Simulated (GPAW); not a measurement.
W:

```
CELL_PARAMETERS angstrom
5.08300 0.00000 0.00000
0.00000 5.08300 0.00000
0.00000 0.00000 5.08300
ATOMIC_POSITIONS crystal
W 0.50000 0.25000 0.00000
W 0.50000 0.75000 0.00000
W 0.75000 0.00000 0.50000
W 0.25000 0.00000 0.50000
W 0.00000 0.50000 0.75000
W 0.00000 0.50000 0.25000
W 0.50000 0.50000 0.50000
W 0.00000 0.00000 0.00000
```

This isn't the form of W at room conditions, which is bcc.

* Program: GPAW 26.7.0
* Task: relaxation of cell and atoms
* Functional: PBEsol
* Potentials or basis: PAW data sets generated in the run's folder for this functional
* Cutoff: 600 eV
* Basis: pw
* k mesh: 4 × 4 × 4
* Occupations: fermi-dirac, width 0.05 eV
* Spin: no spin polarisation

At the start: pressure -9.6 GPa; volume 16.42 Å³/atom.

Question: Where does the relaxation end?

Answer: Over 4 steps the energy falls by 16.4 meV/atom and the volume is 15.89 Å³/atom (-3.2 %); space group Pm-3n (No. 223, to 0.05 Å).

The path:
```csv
step,energy change (eV),largest force (eV/Å),pressure (GPa),volume (Å³)
1,0.0000,0.0000,-9.65,131.33
2,-0.0388,0.0000,-8.17,130.64
3,-0.1310,0.0001,0.33,127.00
4,-0.1311,0.0000,-0.01,127.14
```

Final structure:
```
W
1.0
     5.02837    0.00000    0.00000
     0.00000    5.02837    0.00000
     0.00000    0.00000    5.02837
W
8
Direct
  0.50000 0.25000 0.00000
  0.50000 0.75000 0.00000
  0.75000 0.00000 0.50000
  0.25000 0.00000 0.50000
  0.00000 0.50000 0.75000
  0.00000 0.50000 0.25000
  0.50000 0.50000 0.50000
  0.00000 0.00000 0.00000
```

Caveat: later steps reuse the first step's grids.
